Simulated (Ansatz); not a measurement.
# Structures of Ta$_{2}$H: which is lowest?

Plane-wave DFT in Ansatz with scalar-relativistic PAW potentials, cutoff 420 eV, Γ-centred meshes chosen by cell and gap, Gaussian smearing with energies taken to zero width. Every cell was relaxed (cell and atoms) in a run of its own, within the symmetry of its start. Functional: PBEsol.

Relaxed structures (starts from databases or built by putting these elements on another compound's sites):
A. C222, 3 atoms in the computed cell, a = 3.375 Å, b = 4.731 Å, c = 4.758 Å; sites (symmetry × multiplicity) Ta ..2 × 4, H 222 × 2; start: database
B. P-4m2, 3 atoms in the computed cell, a = 3.347 Å, c = 3.393 Å; sites (symmetry × multiplicity) Ta 2mm. × 2, H -4m2 × 1; start: database

Task: Rank them by energy. Could pressure change the order?

Result:
| structure | group | E − E(lowest) (meV/atom) | V (Å³/atom) | gap on mesh (eV) |
| --- | --- | --- | --- | --- |
| A | C222 | 0.0 | 12.66 | 0.00 |
| B | P-4m2 | 37 | 12.67 | 0.00 |

A is lowest, 37 meV/atom under B. The two lowest differ in volume by under 3 %, too little for a first-order estimate of what pressure does to that pair (other pairs aren't weighed here); with rigid cells even 3 % in favour of the higher one would need about 16 GPa. Other structures may lie lower than all of these, and vibrations aren't counted.

Spin-orbit coupling is left out, which matters for the bands of heavy elements.